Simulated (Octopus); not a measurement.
LiH under changes of volume

One of the cells (8.449 Å³/atom); the others are scaled copies at fixed shape and fractional positions:

```
Li H
1.0
     0.00000    2.03675    2.03675
     2.03675    0.00000    2.03675
     2.03675    2.03675    0.00000
Li H
1 1
Direct
  0.00000 0.00000 0.00000
  0.50000 0.50000 0.50000
```

```yaml
Program: Octopus 16.4
Functional: PBE
Potentials_or_basis: pseudodojo_pbe (PseudoDojo 0.5, PBE)
Grid_spacing: 0.137 Å
k_mesh: 11 × 11 × 11
Occupations: fermi-dirac, width 0.05 eV
Spin: no spin polarisation
```

```csv
volume (Å³/atom),energy over the lowest point (meV/atom),gap on the mesh (eV)
7.942,0.00,3.18
8.111,0.00,3.19
8.280,0.52,3.20
8.449,2.07,3.21
8.618,?,?
8.787,6.04,3.23
8.956,9.14,3.23
```

Q: What does the run at 8.618 Å³/atom give?

A: Energy over the lowest point 3.35 meV/atom; gap on the mesh 3.22 eV.

Worked out: A Birch-Murnaghan fit of order 3 (a polynomial in V^(-2/3)) to the other rows has its minimum at 8.02 Å³/atom with B0 = V·E''(V) = 29 GPa (rough, since the energies scatter). It gives 3.75 meV/atom at 8.618 Å³/atom, against the run's 3.35. A straight line through the other rows of the gap, of slope 0.442 eV per unit of ln V (its deformation potential), gives 3.22 eV, against the run's 3.22.

Energies are extrapolated to zero smearing.

Caveats: an odd mesh through Γ misses points on the zone boundary, where band edges often lie.
